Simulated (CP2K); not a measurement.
Crystal: Ag.

```xyz
2
Lattice="2.9300 0.0000 0.0000 -1.4650 2.5375 0.0000 0.0000 0.0000 4.7900" Properties=species:S:1:pos:R:3 pbc="T T T"
Ag    1.4650    0.8458    3.5925
Ag    0.0000    1.6916    1.1975
```

This isn't the form of Ag at room conditions, which is fcc.

Program: CP2K 2026.2. Alike in all runs: task band structure; no spin polarisation; cell as given; k mesh 10 × 10 × 6.

**Question.** Order these runs on this cell by their pressure, lowest first.
A. level LDA; potentials or basis GTH_POTENTIALS Ag GTH-PADE-q11; TZVP-MOLOPT-PBE-GTH basis; smearing fermi-dirac 0.1 eV; EPS_DEFAULT 1.0E-10; NGRIDS 4; basis sets Ag TZVP-MOLOPT-PBE-GTH-q11; potentials Ag GTH-PADE-q11 of GTH_POTENTIALS; points a segment of the path (NPOINTS) 6
B. level PBEsol; potentials or basis POTENTIAL_UZH Ag GTH-PBE-q11; TZVP-MOLOPT-PBE-GTH basis; smearing fermi-dirac 0.05 eV; EPS_DEFAULT 1.0E-9; NGRIDS 4; basis sets Ag TZVP-MOLOPT-PBE-GTH-q11; potentials Ag GTH-PBE-q11 of POTENTIAL_UZH; points a segment of the path (NPOINTS) 8
C. level r2SCAN; potentials or basis POTENTIAL_UZH Ag GTH-SCAN-q11; TZVP-MOLOPT-SCAN-GTH basis; smearing fermi-dirac 0.05 eV; EPS_DEFAULT 1.0E-9; NGRIDS 5; basis sets Ag TZVP-MOLOPT-SCAN-GTH-q11; potentials Ag GTH-SCAN-q11 of POTENTIAL_UZH; points a segment of the path (NPOINTS) 10

**Answer.** A (-10.9 GPa), B (-5.7 GPa), C (-1.9 GPa).

Caveats: the basis of atomic orbitals isn't converged, which shifts pressures, moduli and gaps; the potentials were made for another functional, which shifts forces and pressure (some runs).
